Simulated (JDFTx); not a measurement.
Input of a JDFTx 1.7.0 (patched build) run:

Contents of bands.in:

```
include BN.lattice
coords-type Lattice
include BN.ionpos

ion-species pseudo/N.upf
ion-species pseudo/B.upf
elec-cutoff 40 320
elec-ex-corr mgga-x-r2scan mgga-c-r2scan
elec-smearing Fermi 0.0018374661
elec-n-bands 9
electronic-minimize nIterations 30 energyDiffThreshold 1e-06
davidson-band-ratio 1.3
forces-output-coords Cartesian
include path.kpoints
symmetries none
fix-electron-density run.$VAR

dump-name bands.$VAR
dump End Ecomponents EigStats BandEigs Kpoints Forces
```

The input BN.lattice:

```
lattice \
    0.0000000000     3.4260753537     3.4260753537 \
    3.4260753537     0.0000000000     3.4260753537 \
    3.4260753537     3.4260753537     0.0000000000
```

File BN.ionpos:

```
ion N      0.2500000000     0.2500000000     0.2500000000 1
ion B      0.0000000000     0.0000000000     0.0000000000 1
```

The input path.kpoints:

```
kpoint +0.0000000000 +0.0000000000 +0.0000000000 0.020000000000
kpoint +0.0714285714 +0.0000000000 +0.0714285714 0.020000000000
kpoint +0.1428571429 +0.0000000000 +0.1428571429 0.020000000000
kpoint +0.2142857143 +0.0000000000 +0.2142857143 0.020000000000
kpoint +0.2857142857 +0.0000000000 +0.2857142857 0.020000000000
kpoint +0.3571428571 +0.0000000000 +0.3571428571 0.020000000000
kpoint +0.4285714286 +0.0000000000 +0.4285714286 0.020000000000
kpoint +0.5000000000 +0.0000000000 +0.5000000000 0.020000000000
kpoint +0.5000000000 +0.0833333333 +0.5833333333 0.020000000000
kpoint +0.5000000000 +0.1666666667 +0.6666666667 0.020000000000
kpoint +0.5000000000 +0.2500000000 +0.7500000000 0.020000000000
kpoint +0.4375000000 +0.3125000000 +0.7500000000 0.020000000000
kpoint +0.3750000000 +0.3750000000 +0.7500000000 0.020000000000
kpoint +0.3281250000 +0.3281250000 +0.6562500000 0.020000000000
kpoint +0.2812500000 +0.2812500000 +0.5625000000 0.020000000000
kpoint +0.2343750000 +0.2343750000 +0.4687500000 0.020000000000
kpoint +0.1875000000 +0.1875000000 +0.3750000000 0.020000000000
kpoint +0.1406250000 +0.1406250000 +0.2812500000 0.020000000000
kpoint +0.0937500000 +0.0937500000 +0.1875000000 0.020000000000
kpoint +0.0468750000 +0.0468750000 +0.0937500000 0.020000000000
kpoint +0.0000000000 +0.0000000000 +0.0000000000 0.020000000000
kpoint +0.0833333333 +0.0833333333 +0.0833333333 0.020000000000
kpoint +0.1666666667 +0.1666666667 +0.1666666667 0.020000000000
kpoint +0.2500000000 +0.2500000000 +0.2500000000 0.020000000000
kpoint +0.3333333333 +0.3333333333 +0.3333333333 0.020000000000
kpoint +0.4166666667 +0.4166666667 +0.4166666667 0.020000000000
kpoint +0.5000000000 +0.5000000000 +0.5000000000 0.020000000000
kpoint +0.5250000000 +0.4500000000 +0.5250000000 0.020000000000
kpoint +0.5500000000 +0.4000000000 +0.5500000000 0.020000000000
kpoint +0.5750000000 +0.3500000000 +0.5750000000 0.020000000000
kpoint +0.6000000000 +0.3000000000 +0.6000000000 0.020000000000
kpoint +0.6250000000 +0.2500000000 +0.6250000000 0.020000000000
kpoint +0.5625000000 +0.2500000000 +0.6875000000 0.020000000000
kpoint +0.5000000000 +0.2500000000 +0.7500000000 0.020000000000
kpoint +0.5000000000 +0.2916666667 +0.7083333333 0.020000000000
kpoint +0.5000000000 +0.3333333333 +0.6666666667 0.020000000000
kpoint +0.5000000000 +0.3750000000 +0.6250000000 0.020000000000
kpoint +0.5000000000 +0.4166666667 +0.5833333333 0.020000000000
kpoint +0.5000000000 +0.4583333333 +0.5416666667 0.020000000000
kpoint +0.5000000000 +0.5000000000 +0.5000000000 0.020000000000
kpoint +0.4791666667 +0.4791666667 +0.5416666667 0.020000000000
kpoint +0.4583333333 +0.4583333333 +0.5833333333 0.020000000000
kpoint +0.4375000000 +0.4375000000 +0.6250000000 0.020000000000
kpoint +0.4166666667 +0.4166666667 +0.6666666667 0.020000000000
kpoint +0.3958333333 +0.3958333333 +0.7083333333 0.020000000000
kpoint +0.3750000000 +0.3750000000 +0.7500000000 0.020000000000
kpoint +0.6250000000 +0.2500000000 +0.6250000000 0.020000000000
kpoint +0.5833333333 +0.1666666667 +0.5833333333 0.020000000000
kpoint +0.5416666667 +0.0833333333 +0.5416666667 0.020000000000
kpoint +0.5000000000 +0.0000000000 +0.5000000000 0.020000000000
```

Potentials or basis: SG15-PBE-1.2.

Run with:

```bash
$ jdftx -c 1 -i bands.in -o bands.out
```

Estimate the band gap along the path.

4.97 eV, indirect (least direct gap 9.47 eV).

Levels at the corners of the path, in eV from the valence-band top:
| point | band 1 | band 2 | band 3 | band 4 | band 5 | band 6 | band 7 |
| --- | --- | --- | --- | --- | --- | --- | --- |
| Γ | -21.32 | 0.00 | 0.00 | 0.00 | 9.47 | 9.47 | 9.47 |
| X | -15.69 | -9.34 | -5.09 | -5.09 | 4.97 | 9.72 | 19.09 |
| W | -15.41 | -8.04 | -7.16 | -6.65 | 10.36 | 14.05 | 15.26 |
| K | -15.63 | -8.55 | -7.85 | -4.23 | 7.47 | 13.55 | 16.85 |
| Γ | -21.32 | 0.00 | 0.00 | 0.00 | 9.47 | 9.47 | 9.47 |
| L | -17.09 | -11.06 | -2.02 | -2.02 | 10.46 | 11.45 | 11.45 |
| U | -15.63 | -8.55 | -7.85 | -4.23 | 7.47 | 13.55 | 16.85 |
| W | -15.41 | -8.04 | -7.16 | -6.65 | 10.36 | 14.05 | 15.26 |
| L | -17.09 | -11.06 | -2.02 | -2.02 | 10.46 | 11.45 | 11.45 |
| K | -15.63 | -8.55 | -7.85 | -4.23 | 7.47 | 13.55 | 16.85 |
| U | -15.63 | -8.55 | -7.85 | -4.23 | 7.47 | 13.55 | 16.85 |
| X | -15.69 | -9.34 | -5.09 | -5.09 | 4.97 | 9.72 | 19.09 |

**Experimental background.**

From a printed reference work, monograph, for a bulk crystal of BN at 300 K: band gap 6.4 eV (indirect).

Measured gap of BN: 6.4 eV (indirect; 300 K; a printed reference work, monograph). This calculation gives 4.97 eV (-1.43 eV). The value is that of r2SCAN, without temperature or zero-point motion. The cell is a database's relaxed one, not the measured one, which moves gaps too.
